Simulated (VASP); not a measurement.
# ZnS (F-43m) in VASP: notebook

Runs on ZnS. Level: PBEsol. Tasks: relaxation of cell and atoms.

All numbers are computed with VASP 6.6.1; they aren't measurements. Logs are shortened: lines on timing, memory, paths and dates and some standing lists are left out, and cuts for length are marked.

## (1) Starting point

It takes space group F-43m (No. 216, cubic). The conventional cell has a = 5.404 Å, b = 5.404 Å, c = 5.404 Å, α = 90.00°, β = 90.00°, γ = 90.00°. Zn (site symmetry -43m) has 4 S at 2.34 Å as nearest neighbours. S (site symmetry -43m) is surrounded by 4 Zn at 2.34 Å.

## (2) Relaxation of cell and atoms, PBEsol

INCAR

```
PREC = Accurate ; ENCUT = 600
EDIFF = 1E-6 ; ISMEAR = 0
SIGMA = 0.03 ; LREAL = False
LASPH = True ; NELM = 80
ALGO = Normal ; ISIF = 3
LWAVE = False ; LCHARG = False
GGA = PS ; IBRION = 2
NSW = 90 ; EDIFFG = -0.01
```

KPOINTS

```
Automatic mesh
0
Gamma
  10 10 10
```

POSCAR

```
ZnS
1.0
    0.0000000000      2.7020000000      2.7020000000
    2.7020000000      0.0000000000      2.7020000000
    2.7020000000      2.7020000000      0.0000000000
Zn S
1 1
Direct
    0.2500000000      0.2500000000      0.2500000000
    0.0000000000      0.0000000000      0.0000000000
```

Potentials or basis: VASP PAW PBE potentials, release 64 (Zn, S).

On the command line:

```console
cat potpaw_PBE.64/Zn/POTCAR potpaw_PBE.64/S/POTCAR > POTCAR
mpirun -np 1 vasp_std > vasp.out
```

OUTCAR:

```text
PREC = Accurate
   ENCUT = 600
   EDIFF = 1E-6
   ISMEAR = 0
   LREAL = False
   LASPH = True
   NELM = 80
   ISIF = 3
   GGA = PS
   IBRION = 2
   NSW = 90
   EDIFFG = -0.01

 ion  position               nearest neighbor table
   1  0.250  0.250  0.250-   2 2.34   2 2.34   2 2.34   2 2.34
   2  0.000  0.000  0.000-   1 2.34   1 2.34   1 2.34   1 2.34

  LATTYP: Found a face centered cubic cell.
 ALAT       =     5.4040000000

  Lattice vectors:

 A1 = (   0.0000000000,   2.7020000000,   2.7020000000)
 A2 = (   2.7020000000,   0.0000000000,   2.7020000000)
 A3 = (   2.7020000000,   2.7020000000,   0.0000000000)

Analysis of symmetry for initial positions (statically):
=====================================================================
 Subroutine PRICEL returns:
 Original cell was already a primitive cell.

 Routine SETGRP: Setting up the symmetry group for a
 face centered cubic supercell.

 Subroutine GETGRP returns: Found 24 space group operations
 (whereof 24 operations were pure point group operations)
 out of a pool of 48 trial point group operations.

The static configuration has the point symmetry T_d .

Analysis of symmetry for dynamics (positions and initial velocities):
=====================================================================
 Subroutine PRICEL returns:
 Original cell was already a primitive cell.

 Routine SETGRP: Setting up the symmetry group for a
 face centered cubic supercell.

 Subroutine GETGRP returns: Found 24 space group operations
 (whereof 24 operations were pure point group operations)
 out of a pool of 48 trial point group operations.

The dynamic configuration has the point symmetry T_d .

 Subroutine INISYM returns: Found 24 space group operations
 (whereof 24 operations are pure point group operations),
 and found     1 'primitive' translations

----------------------------------------------------------------------------------------

                                     Primitive cell

  volume of cell :      39.4535

  direct lattice vectors                    reciprocal lattice vectors
     0.000000000  2.702000000  2.702000000    -0.185048113  0.185048113  0.185048113
     2.702000000  0.000000000  2.702000000     0.185048113 -0.185048113  0.185048113
     2.702000000  2.702000000  0.000000000     0.185048113  0.185048113 -0.185048113

  length of vectors
     3.821205046  3.821205046  3.821205046     0.320512733  0.320512733  0.320512733

  position of ions in fractional coordinates (direct lattice)
     0.250000000  0.250000000  0.250000000
     0.000000000  0.000000000  0.000000000

  ion indices of the primitive-cell ions
   primitive index   ion index
                 1           1
                 2           2

----------------------------------------------------------------------------------------

 KPOINTS: Automatic mesh

Automatic generation of k-mesh.
 Grid dimensions read from file:
 generate k-points for:   10   10   10

 Generating k-lattice:

  Cartesian coordinates                     Fractional coordinates (reciprocal lattice)
    -0.018504811  0.018504811  0.018504811     0.100000000  0.000000000  0.000000000
     0.018504811 -0.018504811  0.018504811     0.000000000  0.100000000  0.000000000
     0.018504811  0.018504811 -0.018504811     0.000000000  0.000000000  0.100000000

  Length of vectors
     0.032051273  0.032051273  0.032051273

  Shift w.r.t. Gamma in fractional coordinates (k-lattice)
     0.000000000  0.000000000  0.000000000

 Subroutine IBZKPT returns following result:
 ===========================================

 Found     47 irreducible k-points:

 Following reciprocal coordinates:
            Coordinates               Weight
  0.000000  0.000000  0.000000      1.000000
  0.100000  0.000000  0.000000      8.000000
  0.200000  0.000000  0.000000      8.000000
  0.300000  0.000000  0.000000      8.000000
  0.400000  0.000000  0.000000      8.000000
  0.500000  0.000000  0.000000      4.000000
[... 16 lines left out ...]
  0.300000  0.300000  0.000000      6.000000
  0.400000  0.300000  0.000000     24.000000
 [... further k-points ...]
   k-points           NKPTS =     47   k-points in BZ     NKDIM =     47   number of bands    NBANDS=     13
   number of dos      NEDOS =    301   number of ions     NIONS =      2
   total plane-waves  NPLWV =  32768
   dimension x,y,z NGX =    32 NGY =   32 NGZ =   32
   dimension x,y,z NGXF=    64 NGYF=   64 NGZF=   64
   ions per type =               1   1
   NGX,Y,Z   is equivalent  to a cutoff of  13.92, 13.92, 13.92 a.u.
   NGXF,Y,Z  is equivalent  to a cutoff of  27.84, 27.84, 27.84 a.u.
 SYSTEM =  unknown system
   PREC   = accura    normal or accurate (medium, high low for compatibility)
   ISTART =      0    job   : 0-new  1-cont  2-samecut
   ICHARG =      2    charge: 1-file 2-atom 10-const
   ISPIN  =      1    spin polarized calculation?
   LNONCOLLINEAR =      F non collinear calculations
   LSORBIT =      F    spin-orbit coupling
   LASPH  =      T    aspherical Exc in radial PAW
   ENCUT  =  600.0 eV  44.10 Ry    6.64 a.u.   7.63  7.63  7.63*2*pi/ulx,y,z
   NELM   =     80;   NELMIN=  2; NELMDL= -5     # of ELM steps
   EDIFF  = 0.1E-05   stopping-criterion for ELM
   LREAL  =      F    real-space projection
   EDIFFG = -.1E-01   stopping-criterion for IOM
   NSW    =     90    number of steps for IOM
   IBRION =      2    ionic relax: 0-MD 1-quasi-New 2-CG
   NFREE  =      1    steps in history (QN), initial steepest desc. (CG)
   ISIF   =      3    stress and relaxation
   ISYM   =      2    0-nonsym 1-usesym 2-fastsym
   POTIM  = 0.5000    time-step for ionic-motion
   TEBEG  =    0.0;   TEEND  =   0.0 temperature during run
   PSTRESS=    0.0 pullay stress
   NELECT =      18.0000    total number of electrons
   NUPDOWN=      -1.0000    fix difference up-down
   EMIN   =  10.00;   EMAX   =-10.00  energy-range for DOS
   EFERMI =   0.00;   METHOD = LEGACY
   ISMEAR =     0;   SIGMA  =   0.03  broadening in eV -4-tet -1-fermi 0-gaus
   EFERMI_NEDOS =   21; number of points for ismear=-14 and -15
   IALGO  =     38    algorithm
   IMIX   =      4    mixing-type and parameters
     AMIX     =   0.40;   BMIX     =  1.00
     AMIX_MAG =   1.60;   BMIX_MAG =  1.00
  volume/ion in A,a.u.               =      19.73       133.12
  Fermi-wavevector in a.u.,A,eV,Ry     =   1.260290  2.381602 21.610537  1.588330
  Thomas-Fermi vector in A             =   2.393807
   LORBIT       =      0    0 simple, 1 ext, 2 COOP (PROOUT), +10 PAW based schemes
   GGA     = PS    functional components
   LHFCALC =     F    Hartree Fock is set to
   AEXX    =    0.0000 exact exchange contribution
   IVDW    =     0    specifies the selected vdW correction
   LEPSILON=     F    determine dielectric tensor
   LRPA    =     F    only Hartree local field effects (RPA)
 conjugate gradient relaxation of ions
 non-spin polarized calculation
 Gauss-broadening in eV      SIGMA  =   0.03
  energy-cutoff  :      600.00
  volume of cell :       39.45
 maximum number of plane-waves:      1363
   NGX = 15   NGY = 15   NGZ = 15

--------------------------------------- Ionic step        1  -------------------------------------------

 number of electron      17.9999998 magnetization

 Free energy of the ion-electron system (eV)
  ---------------------------------------------------
  ext. energy  EPLUGINS =         0.00000000
  ---------------------------------------------------
  free energy    TOTEN  =        -7.58393353 eV

  energy without entropy =       -7.58393353  energy(sigma->0) =       -7.58393353

------------------------ aborting loop because EDIFF is reached ----------------------------------------

  FORCE on cell =-STRESS in cart. coord.  units (eV):
  Direction    XX          YY          ZZ          XY          YZ          ZX
  --------------------------------------------------------------------------------------
  -------------------------------------------------------------------------------------
  Total       -0.4264507     -0.4264507     -0.4264507      0.0000000      0.0000000      0.0000000
  in kB      -17.3178277    -17.3178277    -17.3178277      0.0000000      0.0000000      0.0000000
  external PRESSURE =     -17.3178277 kB  Pullay stress =       0.0000000 kB
[... 57 lines left out ...]
  energy  without entropy=       -7.5888246787  energy(sigma->0) =       -7.58882468

--------------------------------------- Ionic step        3  -------------------------------------------

 number of electron      17.9999989 magnetization

 Free energy of the ion-electron system (eV)
  ---------------------------------------------------
  ext. energy  EPLUGINS =         0.00000000
  ---------------------------------------------------
  free energy    TOTEN  =        -7.58928851 eV

  energy without entropy =       -7.58928851  energy(sigma->0) =       -7.58928851

 E-fermi :   2.4429     XC(G=0):  -9.9635

 val. band max:        2.2414848416   @ k =   0.0000   0.0000   0.0000
 cond. band min:       4.3244000260   @ k =   0.0000   0.0000   0.0000
 fundamental gap:      2.0829151844
 Fermi energy:         2.4428758885

 k-point     1 :       0.0000    0.0000    0.0000
  band No.  band energies     occupation
      1     -11.0858      2.00000
      2      -4.2312      2.00000
      3      -4.2312      2.00000
      4      -4.2312      2.00000
      5      -3.7030      2.00000
      6      -3.7030      2.00000
      7       2.2415      2.00000
      8       2.2415      2.00000
      9       2.2415      2.00000
     10       4.3244      0.00000
     11       8.5318      0.00000
     12       8.5318      0.00000
     13       8.5318      0.00000
[... 353 lines left out ...]
 k-point    24 :       0.4000    0.3000    0.0000
  band No.  band energies     occupation
      1     -10.0631      2.00000
      2      -4.2754      2.00000
      3      -3.9722      2.00000
      4      -3.9642      2.00000
      5      -3.6827      2.00000
      6      -3.6417      2.00000
      7      -1.6141      2.00000
      8       0.1474      2.00000
      9       0.3705      2.00000
     10       6.1192      0.00000
     11       6.8705      0.00000
     12      10.9830      0.00000
     13      11.9666      0.00000

 [... further k-points ...]
[... 5 lines left out ...]
  --------------------------------------------------------------------------------------
  -------------------------------------------------------------------------------------
  Total       -0.0075649     -0.0075649     -0.0075649     -0.0000000     -0.0000000     -0.0000000
  in kB       -0.3147171     -0.3147171     -0.3147171     -0.0000000     -0.0000000     -0.0000000
  external PRESSURE =      -0.3147171 kB  Pullay stress =       0.0000000 kB
[... 17 lines left out ...]
  FREE ENERGIE OF THE ION-ELECTRON SYSTEM (eV)
  ---------------------------------------------------
  free  energy   TOTEN  =        -7.5892885087 eV

  energy  without entropy=       -7.5892885087  energy(sigma->0) =       -7.58928851

 reached required accuracy - stopping structural energy minimisation
```

Wall time 22 s (1 thread of Intel Xeon 6975P-C (Granite Rapids), shared host); peak memory 0.2 GiB.

What came out:

| Property | Result |
| --- | --- |
| Free energy | -7.5893 eV |
| Relaxed volume | 19.26 Å³/atom |
| Relaxed cell | a = 3.791 Å, b = 3.791 Å, c = 3.791 Å, α = 60.00°, β = 60.00°, γ = 60.00° |
| Space group after relaxing (to 0.05 Å) | F-43m (No. 216) |
| Energy gained by relaxing | 2.7 meV/atom |
| Ionic steps | 3 |
| Pressure after relaxing | 0.0 GPa |
| Band gap on the k mesh | 2.08 eV, direct |

Step by step:
```tsv
step	energy change (eV)	largest force (eV/Å)	pressure (GPa)	volume (Å³)
1	0.0000	0.0000	-1.73	39.45
2	-0.0049	0.0000	0.60	38.25
3	-0.0054	0.0000	-0.03	38.51
```

Final structure:
```
Zn S
1.0
     0.00000    2.68033    2.68033
     2.68033    0.00000    2.68033
     2.68033    2.68033    0.00000
Zn S
1 1
Direct
  0.25000 0.25000 0.25000
  0.00000 0.00000 0.00000
```

Caveat: the PAW data sets were made with another functional, which shifts forces and pressure a little. As with any semilocal functional, this PBEsol gap is likely too small.

## (3) Relaxation of cell and atoms, PBEsol

This run uses another cell than the first one, of 19.26 Å³/atom, 0.976 times its volume.

INCAR

```
PREC = Accurate ; ENCUT = 600
EDIFF = 1E-7 ; ISMEAR = 0
SIGMA = 0.03 ; LREAL = False
LASPH = True ; NELM = 80
ALGO = Normal ; ISIF = 3
LWAVE = False ; LCHARG = False
GGA = PS ; IBRION = 2
NSW = 90 ; EDIFFG = -0.005
```

KPOINTS is that of step 2.

POSCAR

```
ZnS                                     
1.0
   -0.0000000000      2.6803314387      2.6803314387
    2.6803314387      0.0000000000      2.6803314387
    2.6803314387      2.6803314387     -0.0000000000
  Zn              S             
     1     1
Direct
     0.2500000000000000    0.2500000000000000    0.2500000000000000
     0.0000000000000000    0.0000000000000000    0.0000000000000000
```

Potentials or basis: VASP PAW PBE potentials, release 64 (Zn, S).

On the command line:

```console
cat potpaw_PBE.64/Zn/POTCAR potpaw_PBE.64/S/POTCAR > POTCAR
mpirun -np 1 vasp_std > vasp.out
```

Run time: 13 s. Hardware: 1 thread of Intel Xeon 6975P-C (Granite Rapids), shared host; peak memory 0.18 GiB.

The run converged. Its results:

| Property | Result |
| --- | --- |
| Free energy | -7.5891 eV |
| Pressure after relaxing | 0.0 GPa |
| Band gap on the k mesh | 2.08 eV, direct |

Final structure:
```
Zn S
1.0
     0.00000    2.68033    2.68033
     2.68033    0.00000    2.68033
     2.68033    2.68033    0.00000
Zn S
1 1
Direct
  0.25000 0.25000 0.25000
  0.00000 0.00000 0.00000
```

Levels at points of the mesh, in eV from the valence-band top:
| k point | band 6 | band 7 | band 8 | band 9 | band 10 | band 11 | band 12 | band 13 |
| --- | --- | --- | --- | --- | --- | --- | --- | --- |
| (0.00, 0.00, 0.00) | -5.94 | 0.00 | 0.00 | 0.00 | 2.08 | 6.29 | 6.29 | 6.29 |
| (0.50, 0.00, 0.00) | -5.74 | -5.52 | -0.91 | -0.91 | 3.24 | 6.82 | 6.82 | 8.79 |
| (0.50, 0.50, 0.00) | -5.72 | -4.70 | -2.34 | -2.34 | 3.18 | 3.96 | 11.00 | 12.04 |

Caveat: the relaxation stopped at its first step, so nothing moved; the PAW data sets were made with another functional, which shifts forces and pressure a little.

## (4) Relaxation of cell and atoms, PBEsol

INCAR

```
PREC     = Accurate       # precision mode
ENCUT    = 600            # plane-wave cutoff, eV
EDIFF    = 1E-6           # SCF threshold, eV
ISMEAR   = 0              # smearing method
SIGMA    = 0.03           # smearing width, eV
LREAL    = F              # projectors in reciprocal space
LASPH    = T              # aspherical terms in the spheres
NELM     = 80             # most SCF steps
ALGO     = Normal         # electronic algorithm
ISIF     = 3              # what is computed and relaxed
LWAVE    = F              # write WAVECAR
LCHARG   = F              # write CHGCAR
GGA      = PS             # functional
IBRION   = 2              # ionic algorithm
NSW      = 90             # ionic steps
EDIFFG   = -0.01          # ionic threshold
```

KPOINTS is that of step 3.

POSCAR

```
ZnS
1.0
    0.0000000000      2.7020000000      2.7020000000
    2.7020000000      0.0000000000      2.7020000000
    2.7020000000      2.7020000000      0.0000000000
Zn S
1 1
Direct
    0.2500000000      0.2500000000      0.2500000000
    0.0000000000      0.0000000000      0.0000000000
```

On the command line:

```console
cat potpaw_PBE.64/Zn/POTCAR potpaw_PBE.64/S/POTCAR > POTCAR
mpirun -np 1 vasp_std > vasp.out
```

Run time: 22 s. Hardware: 1 thread of Intel Xeon 6975P-C (Granite Rapids), shared host; peak memory 0.2 GiB.

Results (log left out):

```
Free energy                            : -7.5893 eV
Relaxed volume                         : 19.26 Å³/atom
Relaxed cell                           : a = 3.791 Å, b = 3.791 Å, c = 3.791 Å, α = 60.00°, β = 60.00°, γ = 60.00°
Space group after relaxing (to 0.05 Å) : F-43m (No. 216)
Energy gained by relaxing              : 2.7 meV/atom
Ionic steps                            : 3
Pressure after relaxing                : 0.0 GPa
Band gap on the k mesh                 : 2.08 eV, direct
```

The path:
```
step  energy change (eV)  largest force (eV/Å)  pressure (GPa)  volume (Å³)
   1              0.0000                0.0000           -1.73        39.45
   2             -0.0049                0.0000            0.60        38.25
   3             -0.0054                0.0000           -0.03        38.51
```

Final structure:
```
CELL_PARAMETERS angstrom
0.00000 2.68033 2.68033
2.68033 0.00000 2.68033
2.68033 2.68033 0.00000
ATOMIC_POSITIONS crystal
Zn 0.25000 0.25000 0.25000
S 0.00000 0.00000 0.00000
```

Levels at points of the mesh, in eV from the valence-band top:
| k point | band 5 | band 6 | band 7 | band 8 | band 9 | band 10 | band 11 | band 12 | band 13 |
| --- | --- | --- | --- | --- | --- | --- | --- | --- | --- |
| (0.00, 0.00, 0.00) | -5.94 | -5.94 | 0.00 | 0.00 | 0.00 | 2.08 | 6.29 | 6.29 | 6.29 |
| (0.50, 0.00, 0.00) | -5.91 | -5.74 | -5.52 | -0.91 | -0.91 | 3.24 | 6.82 | 6.82 | 8.79 |
| (0.50, 0.50, 0.00) | -5.86 | -5.72 | -4.70 | -2.34 | -2.34 | 3.18 | 3.96 | 11.00 | 12.04 |

Caveat: the PAW data sets were made with another functional, which shifts forces and pressure a little.

## (5) Relaxation of cell and atoms, PBEsol

This run uses another cell than the first one, of 19.26 Å³/atom, 0.976 times its volume.

INCAR, as its differences from that of step 4:

```diff
@@ -2,3 +2,3 @@
 ENCUT    = 600            # plane-wave cutoff, eV
-EDIFF    = 1E-6           # SCF threshold, eV
+EDIFF    = 1E-7           # SCF threshold, eV
 ISMEAR   = 0              # smearing method
@@ -15,2 +15,2 @@
 NSW      = 90             # ionic steps
-EDIFFG   = -0.01          # ionic threshold
+EDIFFG   = -0.005         # ionic threshold
```

KPOINTS is that of step 4.

POSCAR

```
ZnS                                     
1.0
   -0.0000000000      2.6803314387      2.6803314387
    2.6803314387      0.0000000000      2.6803314387
    2.6803314387      2.6803314387     -0.0000000000
  Zn              S             
     1     1
Direct
     0.2500000000000000    0.2500000000000000    0.2500000000000000
     0.0000000000000000    0.0000000000000000    0.0000000000000000
```

On the command line:

```console
cat potpaw_PBE.64/Zn/POTCAR potpaw_PBE.64/S/POTCAR > POTCAR
mpirun -np 1 vasp_std > vasp.out
```

It took 13 s on 1 thread of Intel Xeon 6975P-C (Granite Rapids), shared host; peak memory 0.18 GiB.

The run converged. Its results:

```yaml
Free_energy: -7.5891 eV
Pressure_after_relaxing: 0.0 GPa
Band_gap_on_the_k_mesh: 2.08 eV, direct
```

Final structure:
```
Zn S
1.0
     0.00000    2.68033    2.68033
     2.68033    0.00000    2.68033
     2.68033    2.68033    0.00000
Zn S
1 1
Direct
  0.25000 0.25000 0.25000
  0.00000 0.00000 0.00000
```

Levels at points of the mesh, in eV from the valence-band top:
```tsv
k point	band 7	band 8	band 9	band 10	band 11	band 12
(0.00, 0.00, 0.00)	0.00	0.00	0.00	2.08	6.29	6.29
(0.50, 0.00, 0.00)	-5.52	-0.91	-0.91	3.24	6.82	6.82
(0.50, 0.50, 0.00)	-4.70	-2.34	-2.34	3.18	3.96	11.00
```

Caveat: the relaxation stopped at its first step, so nothing moved; the PAW data sets were made with another functional, which shifts forces and pressure a little.
